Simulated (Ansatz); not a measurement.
**WSe2: course of a relaxation**

Computed with DFT PBEsol, scalar-relativistic, plane waves, PAW (Ansatz 0.2.0). (420 eV cutoff, 12×12×2 k-mesh, Gaussian smearing of 0.02 eV, no spin polarisation)

What was changed: equal strain along all axes, cell held, atoms relaxed: +1.0 %.

Spin–orbit coupling is left out, which can shift energies with elements as heavy as these.

Command:

```bash
ansatz run input.yaml --threads 1 --pin off --max-ram 2560MiB --backend cpu --events-out ev --progress --plain --runs-dir out
```

Input:

```yaml
crystal:
  lattice:
    - [3.3038068302, 0.0, 0.0]
    - [-1.6519034151, 2.8611806441, 0.0]
    - [0.0, 0.0, 13.3559078674]
  atoms:
    - { symbol: W, position: [0.6666666667, 0.3333333333, 0.75] }
    - { symbol: W, position: [0.3333333333, 0.6666666667, 0.25] }
    - { symbol: Se, position: [0.3333333333, 0.6666666667, 0.8766071934] }
    - { symbol: Se, position: [0.6666666667, 0.3333333333, 0.3766071934] }
    - { symbol: Se, position: [0.3333333333, 0.6666666667, 0.6233928066] }
    - { symbol: Se, position: [0.6666666667, 0.3333333333, 0.1233928066] }
basis:
  ecutwfc: 420
kpoints:
  mp_grid: { grid: [12, 12, 2] }
hamiltonian:
  xc: pbesol
scf:
  occupations: { method: gaussian, width: 0.02 }
output:
  forces: true
  stress: true
  eigenvalues: true
  write_density: true
  write_potential: true
  elf: true
  volumetric_format: npy
relax:
  adjacent_minimum: "off"
  f_tol: 0.008
  max_steps: 40
```

F is the free energy.

At step 2 the energy rises: a step can overshoot before the optimiser corrects it.

Steps:

```json
{"step": "1", "F − F(1) (eV)": "0.0000", "largest force component (eV/Å)": "0.484"}
{"step": "2", "F − F(1) (eV)": "0.0301", "largest force component (eV/Å)": "0.740"}
{"step": "3", "F − F(1) (eV)": "-0.0279", "largest force component (eV/Å)": "0.017"}
{"step": "4", "F − F(1) (eV)": "-0.0280", "largest force component (eV/Å)": "0.000"}
```

Relaxed structure:

```cif
data_structure
_symmetry_space_group_name_H-M 'P 1'
_symmetry_Int_Tables_number 1
_cell_length_a 3.3038
_cell_length_b 3.3038
_cell_length_c 13.3559
_cell_angle_alpha 90.000
_cell_angle_beta 90.000
_cell_angle_gamma 120.000
_cell_volume 126.25
loop_
_atom_site_label
_atom_site_type_symbol
_atom_site_fract_x
_atom_site_fract_y
_atom_site_fract_z
_atom_site_occupancy
W1 W 0.66667 0.33333 0.75000 1
W2 W 0.33333 0.66667 0.25000 1
Se1 Se 0.33333 0.66667 0.87447 1
Se2 Se 0.66667 0.33333 0.37447 1
Se3 Se 0.33333 0.66667 0.62553 1
Se4 Se 0.66667 0.33333 0.12553 1
```

Symmetry: P6_3/mmc, No. 194, hexagonal system. The conventional cell has a = 3.304 Å, b = 3.304 Å, c = 13.356 Å, α = 90.00°, β = 90.00°, γ = 120.00°. Around W (site symmetry -6m2) lie 6 Se at 2.53 Å. Around Se (site symmetry 3m) lie 3 W at 2.53 Å.

The run converged. The run took 60 s on 1 thread of Arm Neoverse V1 (shared host), peak memory 0.51 GiB.